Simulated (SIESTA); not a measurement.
The system is TiO2 (Anatase).

```
Ti O
1.0
    -1.89210    1.89210    4.75730
     1.89210   -1.89210    4.75730
     1.89210    1.89210   -4.75730
Ti O
2 4
Direct
  0.75000 0.25000 0.50000
  0.00000 0.00000 0.00000
  0.79190 0.79190 0.00000
  0.54190 0.04190 0.50000
  0.95810 0.45810 0.50000
  0.20810 0.20810 0.00000
```

Base run:

```yaml
Program: SIESTA 5.4.2
Functional: BLYP
Potentials_or_basis: PseudoDojo 0.4 standard (PBE files)
Basis: DZP (energy shift 0.003 Ry; two zetas on semicore shells)
Grid_cutoff: 800 Ry
Energy_shift: 0.003 Ry
k_mesh: 7 × 7 × 7
Occupations: fermi-dirac, width 0.05 eV
Spin: no spin polarisation
```

Its results: band gap on the k mesh 2.01 eV, indirect (least direct gap 2.34 eV); pressure 14.9 GPa; largest force 0.311 eV/Å.

Q: The run is repeated on the same cell with these changes: functional from BLYP to PBE; basis from DZP (energy shift 0.003 Ry; two zetas on semicore shells) to DZ (energy shift 0.003 Ry; two zetas on semicore shells). What comes out?

A: Band gap on the k mesh 2.01 eV, indirect (least direct gap 2.36 eV); pressure 9.2 GPa; largest force 0.200 eV/Å.

Several settings changed at once, so the effect can't be laid on one alone.

Caveats: the basis of atomic orbitals isn't converged, which shifts pressures, moduli and gaps; the potentials were made for another functional, which shifts forces and pressure (some runs); the basis has no polarisation orbitals (some runs).
